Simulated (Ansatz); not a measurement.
Ta under changes of volume

One of the cells (18.819 Å³/atom); the others are scaled copies at fixed shape and fractional positions:

```
Ta
1.0
     2.90037    0.00000    0.00000
    -1.45019    2.51180    0.00000
     0.00000    0.00000    5.16627
Ta
2
Cartesian
  0.0000 1.6745 1.2916
  1.4502 0.8373 3.8747
```

This isn't the form of Ta at room conditions, which is bcc.

| Item | Value |
| --- | --- |
| Program | Ansatz 0.2.0 |
| Functional | PBE0 |
| Potentials or basis | Ansatz PAW |
| Cutoff | 420 eV (not typed: the program's choice for these potentials) |
| k mesh | 6 × 6 × 4 |
| Occupations | fermi-dirac, width 0.05 eV |
| Spin | no spin polarisation |

```csv
volume (Å³/atom),energy over the lowest point (meV/atom),pressure (GPa)
17.689,?,?
18.066,13.71,3.9
18.442,0.00,1.2
18.819,2.06,-2.8
19.571,32.44,-9.0
19.948,57.35,-12.1
```

**Question.** What does the run at 17.689 Å³/atom give?

**Answer.** Energy over the lowest point 28.30 meV/atom; pressure 8.7 GPa.

The energies don't lie on one smooth curve, so no fit is given. The run at 18.066 Å³/atom lies farthest off, from a change of basis, grid or state.

Energies are extrapolated to zero smearing.

Caveats: all runs use coarse meshes; the PAW data sets come from PBE, with cores solved anew for the run's functional, which leaves a small shift of forces and pressure; the thresholds are loose for stress.
